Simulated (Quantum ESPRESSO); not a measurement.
BP:

```
P B
1.0
     0.00000    2.26900    2.26900
     2.26900    0.00000    2.26900
     2.26900    2.26900    0.00000
P B
1 1
Direct
  0.75000 0.75000 0.75000
  0.00000 0.00000 0.00000
```

| Item | Value |
| --- | --- |
| Program | Quantum ESPRESSO 7.5 |
| Task | phonons |
| Functional | PBEsol |
| Potentials or basis | PseudoDojo 0.4.1 SR PBEsol standard |
| Cutoff | 1034 eV |
| Density cutoff | 4136 eV |
| k mesh | 8 × 8 × 8, shifted |
| Occupations | fermi-dirac, width 0.05 eV |
| Spin | no spin polarisation |
| Mixing beta | 0.5 |
| Most SCF iterations | 120 |
| SCF threshold | 4e-10 Ry |

The cell and the atoms were relaxed first, to 11.55 Å³/atom (a = 3.196 Å, b = 3.196 Å, c = 3.196 Å, α = 60.00°, β = 60.00°, γ = 60.00°), and the response was taken there.

The first run showed a gap, so the response started from a second, tighter run with fixed occupations.

How polar is the lattice: what are the Born charges, the two dielectric constants and the LO-TO splitting?

Born charges ±0.56 e; dielectric constants 9.26 (electrons alone) and 9.39 (static); transverse and longitudinal modes at 811 and 817 cm⁻¹.
